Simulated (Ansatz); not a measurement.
# Trigonal tellurium under PBE: convergence with the plane-wave cutoff

A convergence test of the plane-wave cutoff. The geometry was relaxed under PBE beforehand and stays fixed; 9 values are run, from 150 to 800 eV. Wanted are the values from which on the energy stays within 10 and 1 meV/atom, and the pressure within 0.5 GPa, of the last run. Within the series other settings stay, but some runs also write fields, which adds to their time. Spin polarisation is left out.

Program: Ansatz 0.2.0. Level of theory: DFT PBE, plane waves with PAW, scalar-relativistic. These are calculated values, not measurements.

## Step 1: The structure to begin with

The structure is trigonal, space group P3_121 (No. 152). Conventional cell: a = 4.530 Å, b = 4.530 Å, c = 5.937 Å, α = 90.00°, β = 90.00°, γ = 120.00°. Around Te (site symmetry 2) lie 2 Te at 2.89 Å.

Structure file:

```xyz
3
Lattice="4.5303 0.0000 0.0000 -2.2651 3.9233 0.0000 0.0000 0.0000 5.9374" Properties=species:S:1:pos:R:3 pbc="T T T"
Te   -1.0492    3.9233    1.9791
Te   -0.6080    1.0530    3.9583
Te    1.6572    2.8703    0.0000
```

## Step 2: The usual settings first

input.yaml reads:

```yaml
crystal:
  lattice:
    - [4.5302708278, 0.0, 0.0]
    - [-2.2651354139, 3.9233296229, 0.0]
    - [0.0, 0.0, 5.937427725]
  atoms:
    - { symbol: Te, position: [0.2684005468, 1.0, 0.3333333333] }
    - { symbol: Te, position: [0.0, 0.2684005468, 0.6666666667] }
    - { symbol: Te, position: [0.7315994532, 0.7315994532, 0.0] }
hamiltonian:
  xc: pbe
  pseudopotentials:
    kind: paw
    azcp:
      Te: "pseudopotentials/Te.paw.azcp"
basis:
  ecutwfc: 420
  fft_grid_basis: typed
kpoints:
  mp_grid: { grid: [8, 8, 5], shift: [0, 0, 0] }
magnetization:
  spin_polarized: false
scf:
  occupations: { method: fermi_dirac, width: 0.05 }
  lower_state_search: "off"
output:
  stress: true
  write_density: true
  write_potential: true
  elf: true
  volumetric_format: npy
```

Command:

```console
$ ansatz run input.yaml --threads 1 --pin off --max-ram 3584MiB --backend cpu --events-out ev --progress --plain --runs-dir out
```

The log of the run (excerpt; [...] marks lines left out):

```text
[...]
Pseudopotentials: kind: paw
Pseudopotential: Te, paw, valence charge 16, recommended cutoff 420 eV (normal), <dir>
Functional definition: PBE
[...]
Crystal: 3 atoms, lattice volume = 105.530 Å³
Basis set: ecut = 420 eV, 2077 PW (Γ)
Bands: 29, of which v1, the nominal top of the filled ones, is band 24 counted from 1 (23 counted from 0)
Symmetry: 6 space group operations
Space group: P3121 (ITA 152), of the structure as read, at distance tolerance 4.7e-5 Å
k-points: 40 of 320 (time reversal used)
[...]
SCF iter   1: F=—  HF=-20939.876142 eV  |F-HF|=—  |Δ(HF+E_count)|=         —  Δρ=1.18e-3  dr2=9.36e-4  ethr=1.77e-3  ⟨swp⟩=7.6  Hψ=5311  notcnv=0
[...]
SCF iter   6: F=-20939.874986 eV  HF=-20939.874986 eV  |F-HF|=7.53e-9  |Δ(HF+E_count)|=   2.49e-8  Δρ=6.51e-6  dr2=5.90e-8  ethr=2.08e-10  ⟨swp⟩=9.1  Hψ=8486  notcnv=0
[...]
SCF converged after 6 iterations
Free energy (F): -20939.874986 eV
[...]
E sigma→0 (E₀):  -20939.874939 eV
Entropy (-TS):   -0.000092 eV (-0.031 meV/atom)
Fermi energy:    8.406836 eV
[...]
--- Stress (GPa, compression-positive) ---
       -0.066111       0.000000       0.000000
        0.000000      -0.066111       0.000000
        0.000000       0.000000       0.057703
  P = ⅓ Tr σ = -0.0248 GPa (-0.248 kbar)
--- Band table (eV; the first three rows and the last of 40) ---
[...]
```

Run time: 13 s. Hardware: 1 thread of Intel Xeon Platinum 8259CL at 2.50GHz (Skylake/Cascade Lake), shared host; peak memory 0.55 GiB.

## Step 3: With a cutoff of 150 eV

The run at 150 eV.

Changes to input.yaml since step 2:

```diff
@@ -16,6 +16,6 @@
 basis:
-  ecutwfc: 420
+  ecutwfc: 150
   fft_grid_basis: typed
 kpoints:
-  mp_grid: { grid: [8, 8, 5], shift: [0, 0, 0] }
+  mp_grid: { grid: [8, 8, 6], shift: [0, 0, 0] }
 magnetization:
```

Command:

```console
$ ansatz run input.yaml --threads 1 --pin off --max-ram 3584MiB --backend cpu --events-out ev --progress --plain --runs-dir out
```

The log of the run (excerpt; [...] marks lines left out):

```text
Warning: basis.ecutwfc = 150 eV is below the records' recommended 420 eV, and the density's cutoff is lower with it unless basis.ecutrho_ratio is high enough to keep the records' density cutoff: compare with a run at a higher cutoff
Warning: basis.ecutrho_ratio 4 (ecutrho = 600 eV, dense FFT grid 20×20×24): the grid does not resolve the core-correction charge of Te (measure 0.52 e/Å^2.5); warned from 0.08. The energy and each atom's force then go with where the atoms sit on the grid: on a 12-atom cubic HfO2 cell [...]
[... 3 set-up lines as earlier in the session ...]
[...]
Crystal: 3 atoms, lattice volume = 105.530 Å³
Basis set: ecut = 150 eV, 449 PW (Γ)
Bands: 29, of which v1, the nominal top of the filled ones, is band 24 counted from 1 (23 counted from 0)
[... 2 set-up lines as earlier in the session ...]
k-points: 50 of 384 (time reversal used)
[...]
SCF iter   1: F=—  HF=-20807.779100 eV  |F-HF|=—  |Δ(HF+E_count)|=         —  Δρ=2.01e-1  dr2=2.40e1  ethr=1.77e-3  ⟨swp⟩=6.0  Hψ=5532  notcnv=0
[...]
SCF iter   8: F=-20782.455085 eV  HF=-20782.455085 eV  |F-HF|=1.63e-8  |Δ(HF+E_count)|=   3.84e-7  Δρ=2.13e-6  dr2=5.48e-9  ethr=2.08e-10  ⟨swp⟩=8.6  Hψ=8210  notcnv=0
[...]
SCF converged after 8 iterations
Free energy (F): -20782.455085 eV
[...]
E sigma→0 (E₀):  -20782.455026 eV
Entropy (-TS):   -0.000118 eV (-0.039 meV/atom)
Fermi energy:    7.821993 eV
[...]
--- Stress (GPa, compression-positive) ---
       -0.819924       0.000000       0.000000
        0.000000      -0.819924       0.000000
        0.000000       0.000000      -9.852687
  P = ⅓ Tr σ = -3.8308 GPa (-38.308 kbar)
--- Band table (eV; the first three rows and the last of 50) ---
[...]
```

Wall time 4.8 s (1 thread of Intel Xeon Platinum 8259CL at 2.50GHz (Skylake/Cascade Lake), shared host); peak memory 0.51 GiB.

## Step 4: With a cutoff of 200 eV

The run at 200 eV.

Changes to input.yaml since step 3:

```diff
@@ -16,3 +16,3 @@
 basis:
-  ecutwfc: 150
+  ecutwfc: 200
   fft_grid_basis: typed
@@ -27,5 +27 @@
   stress: true
-  write_density: true
-  write_potential: true
-  elf: true
-  volumetric_format: npy
```

Command:

```console
$ ansatz run input.yaml --threads 1 --pin off --max-ram 3584MiB --backend cpu --events-out ev --progress --plain --runs-dir out
```

The log of the run (excerpt; [...] marks lines left out):

```text
Warning: basis.ecutwfc = 200 eV is below the records' recommended 420 eV, and the density's cutoff is lower with it unless basis.ecutrho_ratio is high enough to keep the records' density cutoff: compare with a run at a higher cutoff
[...]
[... 3 set-up lines as earlier in the session ...]
[...]
Crystal: 3 atoms, lattice volume = 105.530 Å³
Basis set: ecut = 200 eV, 685 PW (Γ)
Bands: 28, of which v1, the nominal top of the filled ones, is band 24 counted from 1 (23 counted from 0)
[... 2 set-up lines as earlier in the session ...]
k-points: 50 of 384 (time reversal used)
[...]
SCF iter   1: F=—  HF=-20919.015951 eV  |F-HF|=—  |Δ(HF+E_count)|=         —  Δρ=5.05e-2  dr2=1.28e0  ethr=1.77e-3  ⟨swp⟩=6.0  Hψ=5675  notcnv=0
[...]
SCF iter   6: F=-20917.327930 eV  HF=-20917.327930 eV  |F-HF|=1.04e-7  |Δ(HF+E_count)|=   3.41e-7  Δρ=7.96e-6  dr2=9.42e-8  ethr=2.08e-10  ⟨swp⟩=3.0  Hψ=5588  notcnv=0
[...]
SCF converged after 6 iterations
Free energy (F): -20917.327930 eV
[...]
E sigma→0 (E₀):  -20917.327844 eV
Entropy (-TS):   -0.000172 eV (-0.057 meV/atom)
Fermi energy:    8.353083 eV
[...]
--- Stress (GPa, compression-positive) ---
       -0.353712       0.000000       0.000000
        0.000000      -0.353712       0.000000
        0.000000       0.000000      -0.848079
  P = ⅓ Tr σ = -0.5185 GPa (-5.185 kbar)
```

Wall time 4.3 s (1 thread of Intel Xeon Platinum 8259CL at 2.50GHz (Skylake/Cascade Lake), shared host); peak memory 0.48 GiB.

## Step 5: With a cutoff of 250 eV

The run at 250 eV.

Changes to input.yaml since step 4:

```diff
@@ -16,3 +16,3 @@
 basis:
-  ecutwfc: 200
+  ecutwfc: 250
   fft_grid_basis: typed
```

Command:

```console
$ ansatz run input.yaml --threads 1 --pin off --max-ram 3584MiB --backend cpu --events-out ev --progress --plain --runs-dir out
```

The log of the run (excerpt; [...] marks lines left out):

```text
Warning: basis.ecutwfc = 250 eV is below the records' recommended 420 eV, and the density's cutoff is lower with it unless basis.ecutrho_ratio is high enough to keep the records' density cutoff: compare with a run at a higher cutoff
[...]
[... 3 set-up lines as earlier in the session ...]
[...]
Crystal: 3 atoms, lattice volume = 105.530 Å³
Basis set: ecut = 250 eV, 957 PW (Γ)
Bands: 28, of which v1, the nominal top of the filled ones, is band 24 counted from 1 (23 counted from 0)
[... 2 set-up lines as earlier in the session ...]
k-points: 50 of 384 (time reversal used)
[...]
SCF iter   1: F=—  HF=-20937.387968 eV  |F-HF|=—  |Δ(HF+E_count)|=         —  Δρ=1.09e-2  dr2=5.17e-2  ethr=1.77e-3  ⟨swp⟩=6.2  Hψ=5854  notcnv=0
[...]
SCF iter   6: F=-20937.314873 eV  HF=-20937.314873 eV  |F-HF|=3.90e-8  |Δ(HF+E_count)|=   4.66e-7  Δρ=4.93e-6  dr2=3.51e-8  ethr=2.08e-10  ⟨swp⟩=4.6  Hψ=4501  notcnv=0
[...]
SCF converged after 6 iterations
Free energy (F): -20937.314873 eV
[...]
E sigma→0 (E₀):  -20937.314778 eV
Entropy (-TS):   -0.000191 eV (-0.064 meV/atom)
Fermi energy:    8.434599 eV
[...]
--- Stress (GPa, compression-positive) ---
       -0.247926       0.000000       0.000000
        0.000000      -0.247926       0.000000
        0.000000       0.000000      -0.075596
  P = ⅓ Tr σ = -0.1905 GPa (-1.905 kbar)
```

Run time: 5.2 s. Hardware: 1 thread of Intel Xeon Platinum 8259CL at 2.50GHz (Skylake/Cascade Lake), shared host; peak memory 0.49 GiB.

## Step 6: With a cutoff of 300 eV

The run at 300 eV.

Changes to input.yaml since step 5:

```diff
@@ -16,3 +16,3 @@
 basis:
-  ecutwfc: 250
+  ecutwfc: 300
   fft_grid_basis: typed
@@ -27 +27,5 @@
   stress: true
+  write_density: true
+  write_potential: true
+  elf: true
+  volumetric_format: npy
```

Command:

```console
$ ansatz run input.yaml --threads 1 --pin off --max-ram 3584MiB --backend cpu --events-out ev --progress --plain --runs-dir out
```

The log of the run (excerpt; [...] marks lines left out):

```text
Warning: basis.ecutwfc = 300 eV is below the records' recommended 420 eV, and the density's cutoff is lower with it unless basis.ecutrho_ratio is high enough to keep the records' density cutoff: compare with a run at a higher cutoff
[...]
[... 3 set-up lines as earlier in the session ...]
[...]
Crystal: 3 atoms, lattice volume = 105.530 Å³
Basis set: ecut = 300 eV, 1241 PW (Γ)
Bands: 29, of which v1, the nominal top of the filled ones, is band 24 counted from 1 (23 counted from 0)
[... 2 set-up lines as earlier in the session ...]
k-points: 50 of 384 (time reversal used)
[...]
SCF iter   1: F=—  HF=-20939.694043 eV  |F-HF|=—  |Δ(HF+E_count)|=         —  Δρ=1.88e-3  dr2=1.76e-3  ethr=1.77e-3  ⟨swp⟩=7.2  Hψ=6480  notcnv=0
[...]
SCF iter   6: F=-20939.690981 eV  HF=-20939.690981 eV  |F-HF|=4.77e-8  |Δ(HF+E_count)|=   9.17e-7  Δρ=5.01e-6  dr2=4.70e-8  ethr=2.08e-10  ⟨swp⟩=11.0  Hψ=10094  notcnv=0
[...]
SCF converged after 6 iterations
Free energy (F): -20939.690981 eV
[...]
E sigma→0 (E₀):  -20939.690885 eV
Entropy (-TS):   -0.000192 eV (-0.064 meV/atom)
Fermi energy:    8.448820 eV
[...]
--- Stress (GPa, compression-positive) ---
       -0.060201       0.000000       0.000000
        0.000000      -0.060201       0.000000
        0.000000       0.000000       0.066738
  P = ⅓ Tr σ = -0.0179 GPa (-0.179 kbar)
--- Band table (eV; the first three rows and the last of 50) ---
[...]
```

It took 11 s on 1 thread of Intel Xeon Platinum 8259CL at 2.50GHz (Skylake/Cascade Lake), shared host; peak memory 0.53 GiB.

## Step 7: With a cutoff of 350 eV

The run at 350 eV.

Changes to input.yaml since step 6:

```diff
@@ -16,3 +16,3 @@
 basis:
-  ecutwfc: 300
+  ecutwfc: 350
   fft_grid_basis: typed
```

Command:

```console
$ ansatz run input.yaml --threads 1 --pin off --max-ram 3584MiB --backend cpu --events-out ev --progress --plain --runs-dir out
```

The log of the run (excerpt; [...] marks lines left out):

```text
Warning: basis.ecutwfc = 350 eV is below the records' recommended 420 eV, and the density's cutoff is lower with it unless basis.ecutrho_ratio is high enough to keep the records' density cutoff: compare with a run at a higher cutoff
[...]
[... 3 set-up lines as earlier in the session ...]
[...]
Crystal: 3 atoms, lattice volume = 105.530 Å³
Basis set: ecut = 350 eV, 1555 PW (Γ)
Bands: 29, of which v1, the nominal top of the filled ones, is band 24 counted from 1 (23 counted from 0)
[... 2 set-up lines as earlier in the session ...]
k-points: 50 of 384 (time reversal used)
[...]
SCF iter   1: F=—  HF=-20939.869081 eV  |F-HF|=—  |Δ(HF+E_count)|=         —  Δρ=1.19e-3  dr2=9.48e-4  ethr=1.77e-3  ⟨swp⟩=7.4  Hψ=6572  notcnv=0
[...]
SCF iter   6: F=-20939.867626 eV  HF=-20939.867626 eV  |F-HF|=3.36e-9  |Δ(HF+E_count)|=   6.14e-8  Δρ=5.88e-6  dr2=4.98e-8  ethr=2.08e-10  ⟨swp⟩=7.6  Hψ=10025  notcnv=0
[...]
SCF converged after 6 iterations
Free energy (F): -20939.867626 eV
[...]
E sigma→0 (E₀):  -20939.867530 eV
Entropy (-TS):   -0.000192 eV (-0.064 meV/atom)
Fermi energy:    8.449848 eV
[...]
--- Stress (GPa, compression-positive) ---
       -0.063548       0.000000       0.000000
        0.000000      -0.063548       0.000000
        0.000000       0.000000       0.052982
  P = ⅓ Tr σ = -0.0247 GPa (-0.247 kbar)
--- Band table (eV; the first three rows and the last of 50) ---
[...]
```

Run time: 17 s. Hardware: 1 thread of Intel Xeon Platinum 8259CL at 2.50GHz (Skylake/Cascade Lake), shared host; peak memory 0.54 GiB.

## Step 8: With a cutoff of 420 eV

The run at 420 eV.

Changes to input.yaml since step 7:

```diff
@@ -16,3 +16,3 @@
 basis:
-  ecutwfc: 350
+  ecutwfc: 420
   fft_grid_basis: typed
```

Command:

```console
$ ansatz run input.yaml --threads 1 --pin off --max-ram 3584MiB --backend cpu --events-out ev --progress --plain --runs-dir out
```

The log of the run (excerpt; [...] marks lines left out):

```text
[...]
[... 3 set-up lines as earlier in the session ...]
[...]
Crystal: 3 atoms, lattice volume = 105.530 Å³
Basis set: ecut = 420 eV, 2077 PW (Γ)
Bands: 29, of which v1, the nominal top of the filled ones, is band 24 counted from 1 (23 counted from 0)
[... 2 set-up lines as earlier in the session ...]
k-points: 50 of 384 (time reversal used)
[...]
SCF iter   1: F=—  HF=-20939.875692 eV  |F-HF|=—  |Δ(HF+E_count)|=         —  Δρ=1.19e-3  dr2=9.38e-4  ethr=1.77e-3  ⟨swp⟩=7.7  Hψ=6693  notcnv=0
[...]
SCF iter   6: F=-20939.874669 eV  HF=-20939.874669 eV  |F-HF|=5.82e-9  |Δ(HF+E_count)|=   1.59e-8  Δρ=6.46e-6  dr2=5.77e-8  ethr=2.08e-10  ⟨swp⟩=9.0  Hψ=10717  notcnv=0
[...]
SCF converged after 6 iterations
Free energy (F): -20939.874669 eV
[...]
E sigma→0 (E₀):  -20939.874573 eV
Entropy (-TS):   -0.000192 eV (-0.064 meV/atom)
Fermi energy:    8.449604 eV
[...]
--- Stress (GPa, compression-positive) ---
       -0.062919      -0.000000       0.000000
        0.000000      -0.062919       0.000000
        0.000000       0.000000       0.052257
  P = ⅓ Tr σ = -0.0245 GPa (-0.245 kbar)
--- Band table (eV; the first three rows and the last of 50) ---
[...]
```

Wall time 17 s (1 thread of Intel Xeon Platinum 8259CL at 2.50GHz (Skylake/Cascade Lake), shared host); peak memory 0.61 GiB.

## Step 9: With a cutoff of 500 eV

The run at 500 eV.

Changes to input.yaml since step 8:

```diff
@@ -16,3 +16,3 @@
 basis:
-  ecutwfc: 420
+  ecutwfc: 500
   fft_grid_basis: typed
@@ -27,5 +27 @@
   stress: true
-  write_density: true
-  write_potential: true
-  elf: true
-  volumetric_format: npy
```

Command:

```console
$ ansatz run input.yaml --threads 1 --pin off --max-ram 3584MiB --backend cpu --events-out ev --progress --plain --runs-dir out
```

The log of the run (excerpt; [...] marks lines left out):

```text
[...]
[... 3 set-up lines as earlier in the session ...]
[...]
Crystal: 3 atoms, lattice volume = 105.530 Å³
Basis set: ecut = 500 eV, 2691 PW (Γ)
Bands: 28, of which v1, the nominal top of the filled ones, is band 24 counted from 1 (23 counted from 0)
[... 2 set-up lines as earlier in the session ...]
k-points: 50 of 384 (time reversal used)
[...]
SCF iter   1: F=—  HF=-20939.878287 eV  |F-HF|=—  |Δ(HF+E_count)|=         —  Δρ=1.16e-3  dr2=8.78e-4  ethr=1.77e-3  ⟨swp⟩=7.3  Hψ=6310  notcnv=0
[...]
SCF iter   6: F=-20939.877275 eV  HF=-20939.877275 eV  |F-HF|=6.85e-9  |Δ(HF+E_count)|=   1.11e-8  Δρ=7.45e-6  dr2=7.30e-8  ethr=2.08e-10  ⟨swp⟩=3.2  Hψ=5858  notcnv=0
[...]
SCF converged after 6 iterations
Free energy (F): -20939.877275 eV
[...]
E sigma→0 (E₀):  -20939.877179 eV
Entropy (-TS):   -0.000192 eV (-0.064 meV/atom)
Fermi energy:    8.449465 eV
[...]
--- Stress (GPa, compression-positive) ---
       -0.065460       0.000000       0.000000
        0.000000      -0.065460       0.000000
        0.000000       0.000000       0.048961
  P = ⅓ Tr σ = -0.0273 GPa (-0.273 kbar)
```

Run time: 17 s. Hardware: 1 thread of Intel Xeon Platinum 8259CL at 2.50GHz (Skylake/Cascade Lake), shared host; peak memory 0.59 GiB.

## Step 10: With a cutoff of 600 eV

The run at 600 eV.

Changes to input.yaml since step 9:

```diff
@@ -16,3 +16,3 @@
 basis:
-  ecutwfc: 500
+  ecutwfc: 600
   fft_grid_basis: typed
@@ -27 +27,5 @@
   stress: true
+  write_density: true
+  write_potential: true
+  elf: true
+  volumetric_format: npy
```

Command:

```console
$ ansatz run input.yaml --threads 1 --pin off --max-ram 3584MiB --backend cpu --events-out ev --progress --plain --runs-dir out
```

The log of the run (excerpt; [...] marks lines left out):

```text
[...]
[... 3 set-up lines as earlier in the session ...]
[...]
Crystal: 3 atoms, lattice volume = 105.530 Å³
Basis set: ecut = 600 eV, 3497 PW (Γ)
Bands: 29, of which v1, the nominal top of the filled ones, is band 24 counted from 1 (23 counted from 0)
[... 2 set-up lines as earlier in the session ...]
k-points: 50 of 384 (time reversal used)
[...]
SCF iter   1: F=—  HF=-20939.878492 eV  |F-HF|=—  |Δ(HF+E_count)|=         —  Δρ=1.18e-3  dr2=9.32e-4  ethr=1.77e-3  ⟨swp⟩=7.8  Hψ=6749  notcnv=0
[...]
SCF iter   6: F=-20939.877650 eV  HF=-20939.877650 eV  |F-HF|=1.83e-8  |Δ(HF+E_count)|=   2.58e-8  Δρ=7.47e-6  dr2=7.55e-8  ethr=2.08e-10  ⟨swp⟩=9.5  Hψ=11052  notcnv=0
[...]
SCF converged after 6 iterations
Free energy (F): -20939.877650 eV
[...]
E sigma→0 (E₀):  -20939.877555 eV
Entropy (-TS):   -0.000192 eV (-0.064 meV/atom)
Fermi energy:    8.449423 eV
[...]
--- Stress (GPa, compression-positive) ---
       -0.066458       0.000000       0.000000
        0.000000      -0.066458       0.000000
        0.000000       0.000000       0.047572
  P = ⅓ Tr σ = -0.0284 GPa (-0.284 kbar)
--- Band table (eV; the first three rows and the last of 50) ---
[...]
```

Run time: 33 s. Hardware: 1 thread of Intel Xeon Platinum 8259CL at 2.50GHz (Skylake/Cascade Lake), shared host; peak memory 0.66 GiB.

## Step 11: With a cutoff of 800 eV

The run at 800 eV.

Changes to input.yaml since step 10:

```diff
@@ -16,3 +16,3 @@
 basis:
-  ecutwfc: 600
+  ecutwfc: 800
   fft_grid_basis: typed
@@ -27,5 +27 @@
   stress: true
-  write_density: true
-  write_potential: true
-  elf: true
-  volumetric_format: npy
```

Command:

```console
$ ansatz run input.yaml --threads 1 --pin off --max-ram 3584MiB --backend cpu --events-out ev --progress --plain --runs-dir out
```

The log of the run (excerpt; [...] marks lines left out):

```text
[...]
[... 3 set-up lines as earlier in the session ...]
[...]
Crystal: 3 atoms, lattice volume = 105.530 Å³
Basis set: ecut = 800 eV, 5403 PW (Γ)
Bands: 28, of which v1, the nominal top of the filled ones, is band 24 counted from 1 (23 counted from 0)
[... 2 set-up lines as earlier in the session ...]
k-points: 50 of 384 (time reversal used)
[...]
SCF iter   1: F=—  HF=-20939.878613 eV  |F-HF|=—  |Δ(HF+E_count)|=         —  Δρ=1.17e-3  dr2=8.73e-4  ethr=1.77e-3  ⟨swp⟩=7.3  Hψ=6419  notcnv=0
[...]
SCF iter   7: F=-20939.877847 eV  HF=-20939.877847 eV  |F-HF|=1.86e-10  |Δ(HF+E_count)|=   1.06e-7  Δρ=2.05e-6  dr2=4.21e-9  ethr=2.08e-10  ⟨swp⟩=5.5  Hψ=5633  notcnv=0
[...]
SCF converged after 7 iterations
Free energy (F): -20939.877847 eV
[...]
E sigma→0 (E₀):  -20939.877751 eV
Entropy (-TS):   -0.000192 eV (-0.064 meV/atom)
Fermi energy:    8.449368 eV
[...]
--- Stress (GPa, compression-positive) ---
       -0.066703       0.000000       0.000000
        0.000000      -0.066703       0.000000
        0.000000       0.000000       0.047261
  P = ⅓ Tr σ = -0.0287 GPa (-0.287 kbar)
```

It took 35 s on 1 thread of Intel Xeon Platinum 8259CL at 2.50GHz (Skylake/Cascade Lake), shared host; peak memory 0.76 GiB.

## Step 12: Convergence table

Differences are taken from the run at 800 eV.

```tsv
cutoff (eV)	plane waves at Γ	E(σ → 0) (meV/atom)	P (GPa)	SCF cycles	CPU time
150	449	52474.24	-3.83	8	4.8 s
200	685	7516.64	-0.52	6	4.3 s
250	957	854.32	-0.19	6	5.2 s
300	1241	62.29	-0.02	6	11 s
350	1555	3.41	-0.02	6	17 s
420	2077	1.06	-0.02	6	17 s
500	2691	0.19	-0.03	6	17 s
600	3497	0.07	-0.03	6	33 s
800	5403	0.00	-0.03	7	34 s
```

## Step 13: Summary of results

| quantity | value |
| --- | --- |
| E(σ → 0) stays within 10 meV/atom of 800 eV | from 350 eV on |
| E(σ → 0) stays within 1 meV/atom | from 500 eV on |
| pressure stays within 0.5 GPa | from 200 eV on |
| pressure at 800 eV | -0.03 GPa |
| CPU time, dearest over cheapest | 8 |
| run at the usual settings (mesh 8×8×5 against the series' 8×8×6, 420 eV) | +0.9 meV/atom from 800 eV, -0.02 GPa |

What this shows: The far end, 150 eV, lies +52474 meV/atom and -3.8 GPa from the yardstick. The energy falls at each step up in cutoff, as the variational principle asks. 1 meV/atom is reached at 500 eV; energy differences often converge earlier, as errors cancel. Too low a cutoff pulls the pressure down (Pulay stress). The cell taken over is 4 % larger than the measured one (33.92 Å³/atom, COD).
